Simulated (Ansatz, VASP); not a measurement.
# One calculation of Zr, two programs

POSCAR

```
Zr
1.0
    0.0000000000      2.2550000000      2.2550000000
    2.2550000000      0.0000000000      2.2550000000
    2.2550000000      2.2550000000      0.0000000000
Zr
1
Direct
    0.0000000000      0.0000000000      0.0000000000
```

Contents of INCAR.step1:

```
SYSTEM = Zr
PREC = Accurate
ENCUT = 520
ISMEAR = -1
SIGMA = 0.05
LREAL = .False.
LASPH = .True.
NELM = 100
NBANDS = 12
GGA = PE
ALGO = Normal
EDIFF = 1E-4
LWAVE = .True.
LCHARG = .False.
```

Contents of INCAR.step2:

```
SYSTEM = Zr
PREC = Accurate
ENCUT = 520
EDIFF = 1E-8
ISMEAR = -1
SIGMA = 0.05
LREAL = .False.
LASPH = .True.
NELM = 100
ALGO = Normal
ISIF = 2
LWAVE = .False.
LCHARG = .False.
METAGGA = R2SCAN
LMIXTAU = .True.
LEFG = .True.
NBANDS = 12
ISTART = 1
```

Contents of KPOINTS:

```
regular mesh
0
Gamma
  13 13 13
  0 0 0
```

Input for Ansatz:

```yaml
crystal:
  lattice:
    - [0.0, 2.255, 2.255]
    - [2.255, 0.0, 2.255]
    - [2.255, 2.255, 0.0]
  atoms:
    - { symbol: Zr, position: [0.0, 0.0, 0.0] }
kpoints:
  mp_grid: { grid: [13, 13, 13] }
  band_path:
    path:
      - [0.0, 0.0, 0.0]
      - [0.5, 0.0, 0.5]
      - [0.625, 0.25, 0.625]
      - [0.375, 0.375, 0.75]
      - [0.0, 0.0, 0.0]
      - [0.5, 0.5, 0.5]
      - [0.5, 0.25, 0.75]
      - [0.5, 0.0, 0.5]
    npoints: 5
scf:
  occupations: { method: fermi_dirac, width: 0.05 }
hamiltonian:
  xc: r2scan
  pseudopotentials: { kind: paw }
output:
  forces: true
  stress: true
  eigenvalues: true
  efg: { contact_densities: true }
```

Alike in both runs: task electric field gradients; functional r2SCAN; k mesh 13 × 13 × 13; occupations fermi-dirac, width 0.05 eV; no spin polarisation.

|  | VASP | Ansatz |
| --- | --- | --- |
| version | VASP 6.6.1 | Ansatz 0.2.0 |
| potentials or method | VASP PAW PBE potentials, release 64 (Zr_sv) | PAW with Ansatz's default frozen-core files, scalar-relativistic |
| plane-wave cutoff (eV) | 520 | 500 |
| valence electrons in the cell | 12 | 12 |

```csv
,VASP,Ansatz,Ansatz less VASP
pressure (GPa),1.8,1.8,-0.02
Vzz of the field gradient on the site that differs most (V/Å²),0.0,0.0,0.00
```

The functional is the same, so the differences come from potentials, cutoffs and numerics. Ansatz warned: «gradients_without_spin_orbit».

Caveats: the PAW data sets were made with another functional, which shifts forces and pressure a little (VASP).
